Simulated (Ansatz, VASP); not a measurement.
# P: VASP beside Ansatz

File INCAR:

```
SYSTEM = P
PREC = Accurate
ENCUT = 600
EDIFF = 1E-7
ISMEAR = 0
SIGMA = 0.1
LREAL = .FALSE.
LASPH = .TRUE.
NELM = 100
ALGO = Normal
ISIF = 3
LWAVE = .FALSE.
LCHARG = .FALSE.
GGA = PE
IBRION = 2
NSW = 100
EDIFFG = -0.01
```

File KPOINTS:

```
Automatic mesh
0
G
  22 22 22
  0 0 0
```

POSCAR

```
P
1.0
    2.4453676619      0.0000000000      0.0000000000
    0.0000000000      2.4453676619      0.0000000000
    0.0000000000      0.0000000000      2.4453676619
P
1
Direct
    0.0000000000      0.0000000000      0.0000000000
```

Input for Ansatz:

```yaml
crystal:
  lattice:
    - [2.4453676619, 0.0, 0.0]
    - [0.0, 2.4453676619, 0.0]
    - [0.0, 0.0, 2.4453676619]
  atoms:
    - { symbol: P, position: [0.0, 0.0, 0.0] }
basis:
  ecutwfc: 420
kpoints:
  mp_grid: { grid: [22, 22, 22] }
hamiltonian:
  xc: pbe
scf:
  occupations: { method: gaussian, width: 0.1 }
output:
  forces: true
  stress: true
  eigenvalues: true
  write_density: true
  write_potential: true
  elf: true
  volumetric_format: npy
relax:
  adjacent_minimum: "off"
  f_tol: 0.01
  max_steps: 80
  cell: { stress_tol: 0.05 }
```

Alike in both runs: task relaxation of cell and atoms; functional PBE; k mesh 22 × 22 × 22; occupations gaussian, width 0.1 eV; no spin polarisation.

|  | VASP | Ansatz |
| --- | --- | --- |
| version | VASP 6.6.1 | Ansatz 0.2.0 |
| potentials or method | VASP PAW PBE potentials, release 64 (P) | scalar-relativistic, plane waves, PAW |
| plane-wave cutoff (eV) | 600 | 420 |
| valence electrons in the cell | 5 | 5 |

|  | VASP | Ansatz | Ansatz less VASP |
| --- | --- | --- | --- |
| gap on the k mesh at the Fermi level, each at its own relaxed structure (eV) | none | none | - |
| relaxed volume (Å³/atom) | 14.57 | 14.61 | +0.038 |
| relaxed cell length with the largest relative difference (Å) | 2.443 | 2.445 | +0.0021 |

A gap of «none» marks a metal or a gap that the smearing closes.
